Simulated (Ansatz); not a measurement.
Here is an unrelaxed guess for Ge.

```cif
data_structure
_symmetry_space_group_name_H-M 'P 1'
_symmetry_Int_Tables_number 1
_cell_length_a 7.8071
_cell_length_b 6.4622
_cell_length_c 3.2676
_cell_angle_alpha 90.000
_cell_angle_beta 90.000
_cell_angle_gamma 90.000
_cell_volume 164.86
loop_
_atom_site_label
_atom_site_type_symbol
_atom_site_fract_x
_atom_site_fract_y
_atom_site_fract_z
_atom_site_occupancy
Ge1 Ge 0.12006 0.91683 0.62533 1
Ge2 Ge 0.37994 0.41683 0.87467 1
Ge3 Ge 0.62006 0.91683 0.37467 1
Ge4 Ge 0.87994 0.41683 0.12533 1
Ge5 Ge 0.12006 0.58317 0.87467 1
Ge6 Ge 0.37994 0.08317 0.62533 1
Ge7 Ge 0.62006 0.58317 0.12533 1
Ge8 Ge 0.87994 0.08317 0.37467 1
```

Computed with DFT PBE, scalar-relativistic, plane waves, PAW in Ansatz. Plane waves to 420 eV, a k mesh through Γ of 2×4×6 on the computed 8-atom cell and Gaussian smearing (0.10 eV); no spin polarisation.

Energies count from the standard state of Ge at the same level.

Question: How far from equilibrium is it?

Answer: The pressure is 13.5 GPa (the mean over three directions, positive in compression), the largest force is 0.32 eV/Å, and the energy is +0.65 eV/atom against the standard state. The shortest distance is 2.30 Å.

Question: Is it a good guess?

Answer: A rough one: relaxing gains about 0.34 eV/atom (the start's value is from the coarse mesh, so the gain is rough) in 35 ionic steps and ends at +0.31 eV/atom on the finer mesh. The symmetry goes from Pnna (No. 52) to Cmcm (No. 63), and the primitive cell from 8 to 4 atoms. The volume per atom grows by 12.9 %, from 20.6 to 23.3 Å³. The shortest distance goes from 2.30 Å (Ge–Ge) to 2.56 Å (Ge–Ge). Conventional cell: a = 2.932 Å, b = 7.600 Å, c = 8.354 Å. Around Ge lie 4 Ge at 2.56–2.73 Å and 2 Ge at 2.93 Å.

The last run used an 18×18×6 mesh (in the run's order of axes) for its 4-atom cell and Gaussian smearing of 0.10 eV. The relaxation can't lower the symmetry of the start, and the grade says only how near the guess is to its own end. A structure relaxed within its symmetry needn't be a true minimum. Another cell of Ge relaxed alike, in P6_422, lies 137 meV/atom lower, so this cell isn't the stable form at this level.
